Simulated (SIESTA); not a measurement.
## SnSe2 under changes of volume

One of the cells (25.726 Å³/atom); the others are scaled copies at fixed shape and fractional positions:

```
Sn Se
1.0
     3.81100    0.00000    0.00000
    -1.90550    3.30042    0.00000
     0.00000    0.00000    6.13600
Sn Se
1 2
Cartesian
  0.0000 0.0000 0.0000
  1.9055 1.1001 4.6081
  0.0000 2.2003 1.5279
```

* Program: SIESTA 5.4.2
* Functional: vdW-DF-C09
* Potentials or basis: PseudoDojo 0.4 standard (PBE files)
* Basis: DZP (energy shift 0.002 Ry)
* Grid cutoff: 500 Ry
* Energy shift: 0.002 Ry
* k mesh: 8 × 8 × 5
* Occupations: fermi-dirac, width 0.05 eV
* Spin: no spin polarisation

| volume (Å³/atom) | energy over the lowest point (meV/atom) | pressure (GPa) | gap on the mesh (eV) | largest force (eV/Å) |
| --- | --- | --- | --- | --- |
| 24.182 | 134.70 | 12.9 | 0.76 | 2.090 |
| 24.697 | ? | ? | ? | ? |
| 25.212 | 66.25 | 8.5 | 0.72 | 1.569 |
| 25.726 | 41.87 | 6.7 | 0.70 | 1.338 |
| 26.241 | 23.01 | 5.1 | 0.67 | 1.126 |
| 26.755 | 9.21 | 3.5 | 0.65 | 0.922 |
| 27.270 | 0.00 | 2.2 | 0.58 | 0.733 |

**Question.** What does the run at 24.697 Å³/atom give?

**Answer.** Energy over the lowest point 96.92 meV/atom; pressure 10.6 GPa; gap on the mesh 0.74 eV; largest force 1.821 eV/Å.

Worked out: A Birch-Murnaghan fit of order 3 (a polynomial in V^(-2/3)) to the other rows has no minimum within the range. It gives 96.99 meV/atom at 24.697 Å³/atom, against the run's 96.92, and -dE/dV = 10.6 GPa, against 10.6. A parabola through the other rows of the gap, of slope -0.716 eV per unit of ln V there, gives 0.75 eV, against the run's 0.74.

Energies are extrapolated to zero smearing.

Caveats: semicore shells carry a single zeta, which can move pressures by several GPa and volumes by a few percent; the potentials were made for another functional, which shifts forces and pressure; spin-orbit coupling is left out, which moves the levels of the heavy elements; an odd mesh through Γ misses points on the zone boundary, where band edges often lie; the basis of atomic orbitals isn't converged, which shifts pressures, moduli and gaps.
